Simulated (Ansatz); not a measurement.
# Cu6H: the cost of one run

Computed with Ansatz 0.2.0 (DFT PBE, scalar-relativistic, plane waves, PAW, unless a step's input says otherwise).

23 further runs of the same task are left out: 23 set aside as unsound or not needed.

**1. The structure to begin with**

Symmetry: Fm-3m, No. 225, cubic system. Conventional cell: a = 3.630 Å, b = 3.630 Å, c = 3.630 Å, α = 90.00°, β = 90.00°, γ = 90.00°. Cu (site symmetry m-3m) has 12 Cu at 2.57 Å as nearest neighbours.

As a file:

```
CELL_PARAMETERS angstrom
0.00000 1.81487 1.81487
1.81487 0.00000 1.81487
1.81487 1.81487 0.00000
ATOMIC_POSITIONS crystal
Cu 0.00000 0.00000 0.00000
```

This cell was relaxed beforehand with the same method: volume 11.96 Å³/atom, gap on the mesh none (metal).

**3. The grid**

Atoms count from 1 in the order of the input.

H2 lies flat over one site of a rigid substrate while its bond length and height are varied.

The axes are (1) distance H13-H14: 8 values from 0.650 to 2.650 Å; (2) height of the H2 axis above the plane of Cu9: 9 values from 0.45 to 3.60 Å.

Nothing else is relaxed. Points are written as (first, second).

(The set-up runs are not shown.)

**4. Grid point (0.919 Å, 1.73 Å)**

input.yaml reads:

```yaml
crystal:
  lattice:
    - [5.1332392722, 0.0, 0.0]
    - [0.0, 5.1332392722, 0.0]
    - [0.0, 0.0, 21.5289058579]
  atoms:
    - { symbol: Cu, position: [0.25, 0.25, 0.1857967157] }
    - { symbol: Cu, position: [0.25, 0.75, 0.1857967157] }
    - { symbol: Cu, position: [0.75, 0.25, 0.1857967157] }
    - { symbol: Cu, position: [0.75, 0.75, 0.1857967157] }
    - { symbol: Cu, position: [0.0, 0.0, 0.2677566944] }
    - { symbol: Cu, position: [0.0, 0.5, 0.2677566944] }
    - { symbol: Cu, position: [0.5, 0.0, 0.2677566944] }
    - { symbol: Cu, position: [0.5, 0.5, 0.2677566944] }
    - { symbol: Cu, position: [0.25, 0.25, 0.3497114952] }
    - { symbol: Cu, position: [0.25, 0.75, 0.3497114952] }
    - { symbol: Cu, position: [0.75, 0.25, 0.3497114952] }
    - { symbol: Cu, position: [0.75, 0.75, 0.3497114952] }
    - { symbol: H, position: [0.1604853728, 1.0, 0.4300685747] }
    - { symbol: H, position: [0.3395146272, 1.0, 0.4300685747] }
basis:
  ecutwfc: 420
kpoints:
  mp_grid: { grid: [5, 5, 1] }
hamiltonian:
  xc: pbe
scf:
  occupations: { method: gaussian, width: 0.1 }
output:
  forces: true
  eigenvalues: true
efield:
  axis: 3
  dipole_correction: true
  ramp_width: 0.04
```

Run with:

```console
ansatz run input.yaml --threads 4 --pin off --max-ram 12288MiB --backend cpu --events-out ev --progress --plain --runs-dir out
```

Q: Estimate wall time and peak memory on 4 threads of Arm Neoverse V2, shared host.

About 17 s, with a peak of 1.8 GiB.
